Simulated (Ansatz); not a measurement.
Bands of KF

```
K F
1.0
     3.25895    0.00000    0.00000
     0.00000    3.25895    0.00000
     0.00000    0.00000    3.25895
K F
1 1
Direct
  0.00000 0.00000 0.00000
  0.50000 0.50000 0.50000
```

Atom numbers follow the list: K1, F2.

The cell is the one relaxed in the Materials Project (mp-8454), not relaxed further here; entries there can be hypothetical.

These are results of DFT, LDA, all-electron LAPW, scalar-relativistic in Ansatz 0.2.0, not measurements.

Sampling and basis: a Γ-centred 9×9×9 k mesh, Fermi–Dirac smearing of 0.02 eV, basis error target 0.5 meV/atom, no spin polarisation.

Points in fractions of the reciprocal vectors of this cell: Γ (0, 0, 0), X (0, 0.5, 0), M (0.5, 0.5, 0), R (0.5, 0.5, 0.5). The path joins them by straight lines in the order Γ–X–M–Γ–R–X–R–M; legs that retrace an earlier one aren't tabulated. Energies are in eV from the top of the valence band.

(1) Metal or insulator at this level of theory?

(2) Tabulate bands 8 to 14, counted from the lowest band of the run, along the path.

## Answers

(1) An insulator or semiconductor: gap 5.92 eV, indirect from M (0.5, 0.5, 0) to Γ (the direct gap is only 0.05 eV larger).

(2) 
```tsv
k (1/Å)	point	band 8	band 9	band 10	band 11	band 12	band 13	band 14
0.00	Γ	-9.75	-9.75	-0.05	-0.05	-0.05	5.92	8.10
0.24		-9.73	-9.73	-0.27	-0.07	-0.07	6.34	8.22
0.48		-9.69	-9.69	-0.73	-0.11	-0.11	7.38	8.55
0.72		-9.65	-9.65	-1.12	-0.15	-0.15	8.53	8.95
0.96	X	-9.63	-9.63	-1.28	-0.17	-0.17	9.10	9.14
1.20		-9.78	-9.62	-1.17	-0.24	-0.14	9.07	9.57
1.45		-10.12	-9.59	-0.94	-0.41	-0.09	8.94	9.22
1.69		-10.44	-9.56	-0.71	-0.57	-0.03	8.53	8.80
1.93	M	-10.57	-9.55	-0.63	-0.63	0.00	8.27	8.74
2.27		-10.40	-9.57	-0.72	-0.56	-0.04	8.60	8.94
2.61		-10.07	-9.64	-0.72	-0.38	-0.10	8.15	9.18
2.95		-9.82	-9.72	-0.35	-0.16	-0.08	6.71	8.45
3.29	Γ	-9.75	-9.75	-0.05	-0.05	-0.05	5.92	8.10
3.71		-9.86	-9.80	-0.39	-0.18	-0.18	7.05	8.79
4.13		-10.09	-10.06	-0.53	-0.50	-0.50	9.13	10.43
4.54		-10.29	-10.29	-0.89	-0.89	-0.74	9.89	10.55
4.96	R	-10.36	-10.36	-1.08	-1.08	-1.08	10.27	10.27
5.30		-10.29	-10.26	-0.96	-0.95	-0.81	9.91	10.40
5.64		-10.08	-10.01	-0.87	-0.63	-0.35	9.52	10.75
5.98		-9.79	-9.74	-1.09	-0.31	-0.16	9.50	9.57
6.32	X	-9.63	-9.63	-1.28	-0.17	-0.17	9.10	9.14
7.69	R	-10.36	-10.36	-1.08	-1.08	-1.08	10.27	10.27
7.93		-10.39	-10.24	-1.01	-1.01	-0.94	9.98	10.41
8.17		-10.47	-9.97	-0.85	-0.85	-0.58	9.28	10.71
8.41		-10.54	-9.67	-0.69	-0.69	-0.18	8.57	9.26
8.65	M	-10.57	-9.55	-0.63	-0.63	0.00	8.27	8.74
```
